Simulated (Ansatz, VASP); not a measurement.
# Sn (linear Sn chain): VASP beside Ansatz, part 2 of 2

Wanted: the spread between two codes on one cell, functional and k mesh. The cell is taken from a series of runs on this material, whose earlier steps may have relaxed, scaled, displaced or heated it; both programs get it as it stands.

VASP 6.6.1 and Ansatz 0.2.0.

So far: The structure; VASP: single point, PBE, pair 1; Ansatz: single point, PBE, pair 1; Side by side; Ansatz: single point, PBE, pair 2.

## 6. VASP: single point, PBE, pair 2

Level of this step: PBE, zero-moment start; plane waves and PAW (Sn_d) (VASP).

The same cell, functional, mesh and smearing now go to VASP, with its own data sets.

The input, INCAR:

```
SYSTEM = Sn
PREC = Accurate
ENCUT = 500
EDIFF = 1E-06
NELM = 200
ISMEAR = -1
SIGMA = 0.05
LREAL = .FALSE.
ALGO = Normal
GGA = PE
NBANDS = 13
ISPIN = 2
MAGMOM = 0
LORBIT = 11
LWAVE = .FALSE.
LCHARG = .FALSE.
ISIF = 2
LASPH = .TRUE.
GGA_COMPAT = .FALSE.
```

The input, POSCAR:

```
Sn
1.0
    7.5000000000      0.0000000000      0.0000000000
    0.0000000000      7.5000000000      0.0000000000
    0.0000000000      0.0000000000      2.5644489863
Sn
1
Direct
    0.5000000000      0.5000000000      0.0000000000
```

The input, KPOINTS:

```
Automatic mesh
0
Gamma
1 1 32
0 0 0
```

The projector-augmented-wave data sets are Sn_d (PBE family, release 64).

The run is started by

```sh
$ mpirun -np 1 vasp_std
```

Numbers of over 12 decimals in the logs are rounded to 6 here.

Output:

```text
[... set-up lines as in an earlier step ...]
 entering main loop
       N       E                     dE             d eps       ncg     rms          rms(c)
DAV:   1     0.728335217090E+02    0.72834E+02   -0.67579E+03   948   0.877E+02
DAV:   2     0.271321298556E+01   -0.70120E+02   -0.66769E+02   965   0.208E+02
DAV:   3    -0.226701530375E+01   -0.49802E+01   -0.49517E+01  1069   0.688E+01
DAV:   4    -0.242204062314E+01   -0.15503E+00   -0.15433E+00  1030   0.133E+01
[...]
DAV:  14    -0.234479902056E+01   -0.14463E-04   -0.10027E-06   894   0.618E-03    0.843E-04
DAV:  15    -0.234480163240E+01   -0.26118E-05   -0.16567E-07   652   0.217E-03    0.536E-04
DAV:  16    -0.234480182154E+01   -0.18914E-06   -0.32300E-08   642   0.109E-03
   1 F= -.23448018E+01 E0= -.23402801E+01  d E =-.904338E-02  mag=     0.0000
```

Parts of OUTCAR (step 6):

```text
  Total        0.2152085      0.2152085      3.4695765      0.0000000      0.0000000      0.0000000
  in kB        2.3903052      2.3903052     38.5363394      0.0000000      0.0000000      0.0000000
  external PRESSURE =      14.4389833 kB  Pullay stress =       0.0000000 kB

  FREE ENERGIE OF THE ION-ELECTRON SYSTEM (eV)
  ---------------------------------------------------
  free  energy   TOTEN  =        -2.3448018215 eV

  energy  without entropy=       -2.3357584400  energy(sigma->0) =       -2.34028013

 magnetization (x)
# of ion       s       p       d       tot
------------------------------------------
    1       -0.000  -0.000  -0.000  -0.000

[... 2 parts as in an earlier step ...]

[... 2 further parts left out ...]
[key lines of the parts left out:]
E-fermi :  -2.0918
```

## 7. Comparison

Both answers:

| quantity | Ansatz | VASP | difference |
| --- | --- | --- | --- |
| pressure (GPa) | 1.48 | 1.44 | +0.03 |

## 8. VASP: single point, PBE, pair 3

A single point gives forces, pressure and levels at one fixed geometry, so differences don't come from the geometry; what else differs is listed under the comparison. The cell compared in this pair holds 150.52 Å³, against 144.25 Å³ for the pair before.

INCAR is that of step 6.

POSCAR: that of step 6 with these lines changed.

```diff
@@ -4,3 +4,3 @@
     0.0000000000      7.5000000000      0.0000000000
-    0.0000000000      0.0000000000      2.5644489863
+    0.0000000000      0.0000000000      2.6759467683
 Sn
```

The input, KPOINTS:

```
Automatic mesh
0
Gamma
1 1 30
0 0 0
```

The run is started by

```sh
$ mpirun -np 1 vasp_std
```

Output:

```text
[... set-up lines as in an earlier step ...]
 entering main loop
       N       E                     dE             d eps       ncg     rms          rms(c)
DAV:   1     0.756803710584E+02    0.75680E+02   -0.66254E+03   880   0.859E+02
DAV:   2     0.301241750359E+01   -0.72668E+02   -0.68202E+02   910   0.211E+02
DAV:   3    -0.235223818509E+01   -0.53647E+01   -0.53397E+01  1012   0.701E+01
DAV:   4    -0.251845274540E+01   -0.16621E+00   -0.16618E+00   973   0.138E+01
[...]
DAV:  13    -0.245060083066E+01   -0.34027E-04   -0.31387E-06   832   0.877E-03    0.161E-03
DAV:  14    -0.245060483923E+01   -0.40086E-05   -0.38177E-07   704   0.400E-03    0.167E-03
DAV:  15    -0.245060491788E+01   -0.78650E-07   -0.60716E-08   646   0.201E-03
   1 F= -.24506049E+01 E0= -.24454043E+01  d E =-.104012E-01  mag=     0.0000
```

OUTCAR, selected parts (step 8):

```text
  Total        0.2174621      0.2174621      1.7828528      0.0000000     -0.0000000      0.0000000
  in kB        2.3146971      2.3146971     18.9769356      0.0000000     -0.0000000      0.0000000
  external PRESSURE =       7.8687766 kB  Pullay stress =       0.0000000 kB

  FREE ENERGIE OF THE ION-ELECTRON SYSTEM (eV)
  ---------------------------------------------------
  free  energy   TOTEN  =        -2.4506049179 eV

  energy  without entropy=       -2.4402037099  energy(sigma->0) =       -2.44540431

 magnetization (x)
# of ion       s       p       d       tot
------------------------------------------
    1       -0.000   0.000   0.000  -0.000

[... 1 part as in an earlier step ...]

[... 3 further parts left out ...]
[key lines of the parts left out:]
E-fermi :  -2.1792
```

## 9. Ansatz: single point, PBE, pair 3

The same cell, functional, mesh and smearing now go to Ansatz, which takes its cutoff from its data sets.

The cell is taken from a series of runs on this material, whose earlier steps may have relaxed, scaled, displaced or heated it; both programs get it as it stands.

The input, input.yaml:

```yaml
crystal:
  lattice:
    - [7.5, 0.0, 0.0]
    - [0.0, 7.5, 0.0]
    - [0.0, 0.0, 2.6759467683]
  atoms:
    - { symbol: Sn, position: [0.5, 0.5, 0.0], spin: 0.5 }
magnetization:
  spin_polarized: true
kpoints:
  mp_grid: { grid: [1, 1, 30] }
scf:
  occupations: { method: fermi_dirac, width: 0.05 }
hamiltonian:
  xc: pbe
output:
  transmission:
    e_range: [-2, 2]
    de: 0.035
    kmesh: [1, 1]
    reduced_basis: true
    leads: [[0, 0]]
  stress: true
```

The run is started by

```sh
$ ansatz run input.yaml --threads 4 --pin off --max-ram 8192MiB --backend cpu --events-out ev --progress --plain --runs-dir out
```

Output:

```text
[...]
Crystal: 1 atoms, lattice volume = 150.522 Å³
Basis set: ecut = 420 eV, 3009 PW (Γ)
Bands: 12, of which v1, the nominal top of the filled ones, is band 7 counted from 1 (6 counted from 0)
Symmetry: 16 space group operations
[...]
k-points: 16 of 30
[...]
Starting moments: Σ|m| = 0.5 μB on 1 of 1 site
[...]
--- Transmission ---
  basis      : 497 plane waves across, 4 finite elements along
  points     : 1, standing for a mesh of 1 x 1
[...]
crystal 0  : Sn1, at the sites [0, 0], period 2.6759 Å: whole cells are its period
[...]
filled         : 20.6 meV under the level at which it is neutral
    channels       : 3.000000e0 up, 3.000000e0 down
[...]
[key lines of the parts left out:]
SCF converged after 14 iterations
Magnetization: 0.0000 μB (7.0000 up, 7.0000 down)
Free energy (F): -6022.815204 eV
Fermi energy:    -1.679251 eV
P = ⅓ Tr σ = 0.8087 GPa (8.087 kbar)
```

## 10. Differences

The two programs side by side:

| quantity | Ansatz | VASP | difference |
| --- | --- | --- | --- |
| pressure (GPa) | 0.81 | 0.79 | +0.02 |

## 11. Results

| Property | Result |
| --- | --- |
| difference in pressure (single point, PBE, pair 1) | 0.045 GPa |
| difference in pressure (single point, PBE, pair 2) | 0.034 GPa |
| difference in pressure (single point, PBE, pair 3) | 0.022 GPa |

The difference in pressure is 0.045 GPa (single point, PBE, pair 1), within the 1 GPa picked in this series as the mark of a large difference. 5 further runs of this series are not shown here. Such differences can come from data sets, numerical settings and the points named under the comparisons, not from the functional's error against experiment.

[Lines on the potential files, build, host, timing and source positions are cut from VASP's logs without a mark.]

[Logs are printed without paths, hosts, clocks, repeated set-up lines and the standing remarks that a program may print on its own settings, such as how far it seeks lower states.]

[Hosts, paths, dates, database ids (printed as entryN), source tags and the programs' standing remarks are cut or masked in the printed files.]
